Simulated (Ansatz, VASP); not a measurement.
# Cross-check of GaSb between VASP and Ansatz

Wanted: the spread between two codes on one cell, functional and k mesh. The cell is taken from a series of runs on this material, whose earlier steps may have relaxed, scaled, displaced or heated it; both programs get it as it stands.

Calculated with Ansatz 0.2.0; plane waves, with VASP 6.6.1 beside it; zone-centre phonons at PBEsol.

**1. Set-up**

The structure is tetragonal, space group I-4m2 (No. 119). Conventional cell: a = 4.364 Å, b = 4.364 Å, c = 5.928 Å, α = 90.00°, β = 90.00°, γ = 90.00°. Nearest to Ga lie 4 Sb at 2.64 Å. Nearest to Sb lie 4 Ga at 2.64 Å. Farther neighbours are not listed.

Coordinates:

```
Ga Sb
1.0
     0.00000    3.08616    2.96410
     3.08616    0.00000    2.96410
     3.08616    3.08616    0.00000
Ga Sb
1 1
Cartesian
  0.0000 0.0000 0.0000
  4.6292 4.6292 4.4461
```

**2. VASP: zone-centre phonons, PBEsol**

Second derivatives magnify differences that forces hide, and they need a tight electronic threshold.

Lines of VASP's logs that name or quote its potential files are left out, and so is its time.

INCAR reads:

```
SYSTEM = GaSb
PREC = Accurate
ENCUT = 500
EDIFF = 1E-08
NELM = 120
ISMEAR = 1
SIGMA = 0.2
LREAL = .FALSE.
ALGO = Normal
GGA = PS
NBANDS = 15
LORBIT = 11
LWAVE = .FALSE.
LCHARG = .FALSE.
ISIF = 2
IBRION = 8
LASPH = .TRUE.
GGA_COMPAT = .FALSE.
KPAR = 2
```

POSCAR reads:

```
GaSb
1.0
    0.0000000000      3.0861597888      2.9640952761
    3.0861597888      0.0000000000      2.9640952761
    3.0861597888      3.0861597888      0.0000000000
Ga Sb
1 1
Direct
    0.0000000000      0.0000000000      0.0000000000
    0.7500000000      0.7500000000      0.7500000000
```

KPOINTS reads:

```
Automatic mesh
0
Gamma
12 12 12
0 0 0
```

PAW data sets: Ga_d and Sb (PBE family, release 64).

The run is started by

```bash
$ mpirun -np 2 vasp_std
```

Numbers of over 12 decimals in the logs are rounded to 6 here.

Output:

```text
[banner, memory and clock lines left out]
running    2 mpi-ranks, on    1 nodes
 distrk:  each k-point on    1 cores,    2 groups
 distr:  one band on    1 cores,    1 groups

 POSCAR found type information on POSCAR GaSb
 POSCAR found :  2 types and       2 ions
|                                                                             |
|               ----> ADVICE to this user running VASP <----                  |
|                                                                             |
|     You enforced a specific xc type in the INCAR file but a different       |
|     [... a line on the potential file left out ...]
|     I HOPE YOU KNOW WHAT YOU ARE DOING!                                     |
|                                                                             |

 LDA part: xc-table for (Slater+PW92), standard interpolation
 POSCAR, INCAR and KPOINTS ok, starting setup
 FFT: planning ... GRIDC
 FFT: planning ... GRID_SOFT
 FFT: planning ... GRID
 WAVECAR not read
 entering main loop
       N       E                     dE             d eps       ncg     rms          rms(c)
DAV:   1     0.787380724318E+02    0.78738E+02   -0.84975E+03  4930   0.145E+03
DAV:   2    -0.226017166361E+01   -0.80998E+02   -0.78098E+02  5674   0.296E+02
DAV:   3    -0.814474490932E+01   -0.58846E+01   -0.58694E+01  5919   0.663E+01
DAV:   4    -0.824550918669E+01   -0.10076E+00   -0.10075E+00  6021   0.979E+00
DAV:   5    -0.824795080615E+01   -0.24416E-02   -0.24416E-02  6327   0.134E+00    0.318E+00
DAV:   6    -0.817191937959E+01    0.76031E-01   -0.88453E-02  6474   0.530E+00    0.186E+00
DAV:   7    -0.814511240009E+01    0.26807E-01   -0.45991E-02  6150   0.201E+00    0.367E-01
DAV:   8    -0.814514766406E+01   -0.35264E-04   -0.49419E-03  6461   0.889E-01    0.104E-01
DAV:   9    -0.814542164218E+01   -0.27398E-03   -0.45397E-04  5590   0.173E-01    0.387E-02
DAV:  10    -0.814541399736E+01    0.76448E-05   -0.19826E-05  6506   0.390E-02    0.108E-02
DAV:  11    -0.814542320204E+01   -0.92047E-05   -0.12194E-05  5632   0.252E-02    0.450E-03
DAV:  12    -0.814542329358E+01   -0.91545E-07   -0.44084E-07  6480   0.662E-03    0.839E-04
DAV:  13    -0.814542327837E+01    0.15218E-07   -0.45126E-08  5625   0.140E-03    0.523E-04
DAV:  14    -0.814542332084E+01   -0.42477E-07   -0.38957E-09  5091   0.844E-04    0.736E-05
DAV:  15    -0.814542332826E+01   -0.74210E-08   -0.72272E-10  3306   0.345E-04
   1 F= -.81454233E+01 E0= -.81455842E+01  d E =0.482707E-03
 Linear response reoptimize wavefunctions to high precision
DAV:   1    -0.814542332408E+01    0.41859E-08   -0.16197E-10  3782   0.160E-04
DAV:   2    -0.814542332410E+01   -0.23192E-10   -0.44282E-11  3005   0.688E-05
 Linear response DOF=           4
 Linear response progress:
  Degree of freedom:   1/  4
       N       E                     dE             d eps       ncg     rms          rms(c)
RMM:   1    -0.166101608741E+00   -0.16610E+00    0.64388E-02 17819   0.803E+00
RMM:   2    -0.164989927785E+00    0.11117E-02   -0.28554E-02 26954   0.136E+00    0.390E-02
RMM:   3    -0.164976684729E+00    0.13243E-04   -0.32178E-03 28235   0.412E-01    0.271E-02
RMM:   4    -0.164855724923E+00    0.12096E-03   -0.12730E-03 30471   0.185E-01    0.125E-02
RMM:   5    -0.164849445225E+00    0.62797E-05   -0.64107E-05 29635   0.504E-02    0.435E-03
RMM:   6    -0.164857491619E+00   -0.80464E-05   -0.10187E-05 29761   0.208E-02    0.402E-04
RMM:   7    -0.164856039030E+00    0.14526E-05   -0.23416E-06 29066   0.889E-03    0.434E-04
RMM:   8    -0.164858196917E+00   -0.21579E-05   -0.54337E-07 29435   0.409E-03    0.119E-04
RMM:   9    -0.164859537289E+00   -0.13404E-05   -0.10800E-07 29579   0.187E-03    0.519E-05
RMM:  10    -0.164860095447E+00   -0.55816E-06   -0.22944E-08 29714   0.908E-04    0.150E-05
RMM:  11    -0.164859991897E+00    0.10355E-06   -0.32760E-08 29426   0.441E-04    0.133E-05
RMM:  12    -0.164860103579E+00   -0.11168E-06    0.14134E-08 29864   0.220E-04    0.455E-06
RMM:  13    -0.164860125703E+00   -0.22123E-07   -0.65865E-09 29673   0.111E-04    0.161E-06
RMM:  14    -0.164860125598E+00    0.10436E-09   -0.17282E-08 29554   0.601E-05    0.243E-06
 first order change of Fermi-energy  -0.11123E-05
 force on displaced ion       1 direction 1 :  -8.096  -0.000   0.000
 Linear response progress:
  Degree of freedom:   2/  4
       N       E                     dE             d eps       ncg     rms          rms(c)
RMM:   1    -0.165755058355E+00   -0.16576E+00    0.81354E-02 10454   0.811E+00
RMM:   2    -0.164730226502E+00    0.10248E-02   -0.27064E-02 15671   0.133E+00    0.392E-02
RMM:   3    -0.164761497758E+00   -0.31271E-04   -0.35710E-03 16250   0.431E-01    0.259E-02
RMM:   4    -0.164662497934E+00    0.99000E-04   -0.18629E-03 17765   0.208E-01    0.127E-02
RMM:   5    -0.164655973093E+00    0.65248E-05   -0.75651E-05 17286   0.529E-02    0.486E-03
RMM:   6    -0.164664506839E+00   -0.85337E-05   -0.12593E-05 17392   0.219E-02    0.590E-04
RMM:   7    -0.164655862090E+00    0.86447E-05   -0.29391E-06 16998   0.956E-03    0.642E-04
RMM:   8    -0.164658728149E+00   -0.28661E-05   -0.64721E-07 17174   0.435E-03    0.198E-04
RMM:   9    -0.164660520906E+00   -0.17928E-05   -0.14170E-07 16901   0.199E-03    0.929E-05
RMM:  10    -0.164661514250E+00   -0.99334E-06   -0.31509E-08 17457   0.101E-03    0.251E-05
RMM:  11    -0.164661499329E+00    0.14921E-07   -0.15075E-08 17267   0.482E-04    0.159E-05
RMM:  12    -0.164661536412E+00   -0.37084E-07   -0.25600E-09 17500   0.242E-04    0.124E-05
RMM:  13    -0.164661669537E+00   -0.13312E-06   -0.22627E-09 17048   0.128E-04    0.110E-06
RMM:  14    -0.164661644513E+00    0.25024E-07   -0.31755E-10 17549   0.672E-05    0.442E-06
RMM:  15    -0.164661674839E+00   -0.30326E-07   -0.35192E-10 16997   0.373E-05    0.107E-06
RMM:  16    -0.164661684042E+00   -0.92027E-08   -0.55972E-10 17031   0.225E-05    0.684E-07
 first order change of Fermi-energy   0.14685E-03
 force on displaced ion       1 direction 3 :   0.000   0.000  -8.080
 Linear response progress:
  Degree of freedom:   3/  4
       N       E                     dE             d eps       ncg     rms          rms(c)
RMM:   1    -0.285158230296E-01   -0.28516E-01    0.48641E-03 28752   0.137E+00
RMM:   2    -0.256604224072E-01    0.28554E-02   -0.35407E-03 26092   0.389E-01    0.671E-02
RMM:   3    -0.256221664451E-01    0.38256E-04   -0.19625E-04 28827   0.103E-01    0.364E-02
RMM:   4    -0.256826887533E-01   -0.60522E-04   -0.39640E-05 28932   0.444E-02    0.439E-03
RMM:   5    -0.256933730449E-01   -0.10684E-04   -0.57187E-06 30087   0.153E-02    0.281E-03
RMM:   6    -0.256855708110E-01    0.78022E-05   -0.92855E-07 28242   0.521E-03    0.568E-04
RMM:   7    -0.256849634875E-01    0.60732E-06   -0.81108E-08 30240   0.162E-03    0.249E-04
RMM:   8    -0.256845169203E-01    0.44657E-06   -0.17171E-08 28390   0.546E-04    0.629E-05
RMM:   9    -0.256844806545E-01    0.36266E-07   -0.94798E-10 29736   0.204E-04    0.190E-05
RMM:  10    -0.256844855242E-01   -0.48697E-08   -0.11945E-09 28613   0.792E-05    0.595E-06
 first order change of Fermi-energy   0.77967E-04
 force on displaced ion       2 direction 1 :  -8.122   0.000   0.000
 Linear response progress:
  Degree of freedom:   4/  4
       N       E                     dE             d eps       ncg     rms          rms(c)
RMM:   1    -0.280338311394E-01   -0.28034E-01    0.69447E-03 16764   0.136E+00
RMM:   2    -0.256588501746E-01    0.23750E-02   -0.35494E-03 15352   0.372E-01    0.648E-02
RMM:   3    -0.255813693465E-01    0.77481E-04   -0.20882E-04 16758   0.102E-01    0.353E-02
RMM:   4    -0.256181588263E-01   -0.36789E-04   -0.42783E-05 16819   0.444E-02    0.450E-03
RMM:   5    -0.256280994323E-01   -0.99406E-05   -0.58789E-06 17689   0.155E-02    0.278E-03
RMM:   6    -0.256229209351E-01    0.51785E-05   -0.89845E-07 16851   0.516E-03    0.978E-04
RMM:   7    -0.256212766447E-01    0.16443E-05   -0.84082E-08 17307   0.166E-03    0.269E-04
RMM:   8    -0.256203908353E-01    0.88581E-06   -0.14544E-08 17103   0.568E-04    0.625E-05
RMM:   9    -0.256203005952E-01    0.90240E-07   -0.17753E-09 17121   0.197E-04    0.161E-05
RMM:  10    -0.256203220667E-01   -0.21472E-07   -0.69496E-10 16627   0.774E-05    0.273E-06
RMM:  11    -0.256203260101E-01   -0.39433E-08    0.16133E-10 17075   0.265E-05    0.306E-06
 first order change of Fermi-energy   0.62956E-03
 force on displaced ion       2 direction 3 :   0.000   0.000  -8.110
 Linear response finished
```

From OUTCAR (step 2):

```text
ion  position               nearest neighbor table
   1  0.000  0.000  0.000-   2 2.64   2 2.64   2 2.64   2 2.64
   2  0.750  0.750  0.750-   1 2.64   1 2.64   1 2.64   1 2.64

  LATTYP: Found a body centered tetragonal cell.
 ALAT       =     4.3644890290
 C/A-ratio  =     1.3582782573

 Subroutine GETGRP returns: Found  8 space group operations
 (whereof  8 operations were pure point group operations)

The static configuration has the point symmetry D_2d.

 Found    163 irreducible k-points:

   k-points           NKPTS =    163   k-points in BZ     NKDIM =    163   number of bands    NBANDS=     15

   dimension x,y,z NGX =    32 NGY =   32 NGZ =   32
   dimension x,y,z NGXF=    64 NGYF=   64 NGZF=   64

   ENCUT  =  500.0 eV  36.75 Ry    6.06 a.u.   7.80  7.80  7.96*2*pi/ulx,y,z

   NELECT =      18.0000    total number of electrons

 k-points in reciprocal lattice and weights: Automatic mesh
   0.00000000  0.00000000  0.00000000       0.001
   0.08333333  0.00000000  0.00000000       0.005
   0.16666667  0.00000000  0.00000000       0.005
   0.25000000  0.00000000  0.00000000       0.005
   0.33333333  0.00000000  0.00000000       0.005
   0.41666667 -0.00000000  0.00000000       0.005
   0.50000000  0.00000000  0.00000000       0.002
   0.08333333  0.08333333  0.00000000       0.001
   0.16666667  0.08333333  0.00000000       0.005
[...]
-0.33333333  0.16666667  0.50000000       0.002
  -0.25000000  0.25000000  0.50000000       0.001

 average (electrostatic) potential at core
       1 -65.4287       2 -87.3633

  Total        0.0301425      0.0301425      0.6080530      0.0000000     -0.0000000      0.0000000
  in kB        0.8553246      0.8553246     17.2541285      0.0000000     -0.0000000      0.0000000
  external PRESSURE =       6.3215926 kB  Pullay stress =       0.0000000 kB

  energy-cutoff  :      500.00
  volume of cell :       56.46
      direct lattice vectors                 reciprocal lattice vectors
     0.000000000  3.086159789  2.964095276    -0.162013646  0.162013646  0.168685536
     3.086159789  0.000000000  2.964095276     0.162013646 -0.162013646  0.168685536
     3.086159789  3.086159789  0.000000000     0.162013646  0.162013646 -0.168685536

 POSITION                                       TOTAL-FORCE (eV/Angst)
 -----------------------------------------------------------------------------------
      0.00000      0.00000      0.00000        -0.000000     -0.000000     -0.000000
      4.62924      4.62924      4.44614         0.000000      0.000000      0.000000
 -----------------------------------------------------------------------------------
    total drift:                               -0.000001     -0.000001      0.000001

 Eigenvectors and eigenvalues of the dynamical matrix
 ----------------------------------------------------

   1 f  =    6.684456 THz    41.999674 2PiTHz  222.969440 cm-1    27.644675 meV
             X         Y         Z           dx          dy          dz
      0.000000  0.000000  0.000000     0.000000   -0.796946    0.000000
      4.629240  4.629240  4.446143     0.000000    0.604051    0.000000

   2 f  =    6.684456 THz    41.999674 2PiTHz  222.969440 cm-1    27.644675 meV
             X         Y         Z           dx          dy          dz
      0.000000  0.000000  0.000000    -0.796946   -0.000000    0.000000
      4.629240  4.629240  4.446143     0.604051   -0.000000    0.000000

   3 f  =    6.678617 THz    41.962986 2PiTHz  222.774673 cm-1    27.620527 meV
             X         Y         Z           dx          dy          dz
      0.000000  0.000000  0.000000     0.000000    0.000000    0.796874
      4.629240  4.629240  4.446143     0.000000    0.000000   -0.604146

   4 f/i=    0.005118 THz     0.032155 2PiTHz    0.170706 cm-1     0.021165 meV
             X         Y         Z           dx          dy          dz
      0.000000  0.000000  0.000000    -0.527453   -0.294398    0.000000
      4.629240  4.629240  4.446143    -0.695888   -0.388411    0.000000

   5 f/i=    0.005118 THz     0.032155 2PiTHz    0.170706 cm-1     0.021165 meV
             X         Y         Z           dx          dy          dz
      0.000000  0.000000  0.000000     0.294398   -0.527453    0.000000
      4.629240  4.629240  4.446143     0.388411   -0.695888    0.000000

   6 f/i=    0.005910 THz     0.037131 2PiTHz    0.197122 cm-1     0.024440 meV
             X         Y         Z           dx          dy          dz
      0.000000  0.000000  0.000000     0.000000    0.000000   -0.604146
      4.629240  4.629240  4.446143     0.000000    0.000000   -0.796874

 ELASTIC MODULI CONTR FROM IONIC RELAXATION (kBar)
 Direction    XX          YY          ZZ          XY          YZ          ZX
 --------------------------------------------------------------------------------
 XX           0.0000      0.0000      0.0000      0.0000      0.0000      0.0000
 YY           0.0000      0.0000      0.0000      0.0000      0.0000      0.0000
 ZZ           0.0000      0.0000      0.0000      0.0000      0.0000      0.0000
 XY           0.0000      0.0000      0.0000   -183.8117      0.0000      0.0000
 YZ           0.0000      0.0000      0.0000      0.0000   -187.1522     -0.0000
 ZX           0.0000      0.0000      0.0000      0.0000     -0.0000   -163.4758
 --------------------------------------------------------------------------------
```

The gap is under twice the smearing width, so the edge states are partly filled and the run can't tell a small gap from a semimetal. Methfessel-Paxton smearing is not meant for a cell with a gap.

(Continued in part 2 of 2.)

[Lines on the potential files, build, host, timing and source positions are cut from VASP's logs without a mark.]

[Logs are printed without paths, hosts, clocks, repeated set-up lines and the standing remarks that a program may print on its own settings, such as how far it seeks lower states.]

[Hosts, paths, dates, database ids (printed as entryN), source tags and the programs' standing remarks are cut or masked in the printed files.]
